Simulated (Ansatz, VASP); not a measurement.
One calculation of ZrB, two programs

```
CELL_PARAMETERS angstrom
2.95053 0.00000 0.00000
-1.47527 2.55524 0.00000
0.00000 0.00000 4.83134
ATOMIC_POSITIONS crystal
Zr 0.00000 0.00000 0.00000
B 0.00000 0.00000 0.50000
```

Alike in both runs: functional PBE; k mesh 6 × 6 × 4; occupations gaussian, width 0.1 eV; no spin polarisation.

Ansatz relaxed the structure, and its values are those at the end. VASP's run is a single point on that final structure, the one shown.

|  | VASP | Ansatz |
| --- | --- | --- |
| version | VASP 6.6.1 | Ansatz 0.2.0 |
| potentials or method | VASP PAW PBE potentials, release 64 (Zr_sv, B) | scalar-relativistic, plane waves, PAW |
| plane-wave cutoff (eV) | 520 | 420 |
| valence electrons in the cell | 15 | 15 |

```csv
,VASP,Ansatz,Ansatz less VASP
gap on the k mesh at the Fermi level (eV),none,none,-
pressure (GPa),0.1,0.1,0.00
```

A gap of «none» marks a metal or a gap that the smearing closes. With one functional, cell and mesh, what is left measures potentials, basis and numerics.

Caveats: the k mesh is coarse (spacing up to 0.41 Å⁻¹), so the values aren't converged.
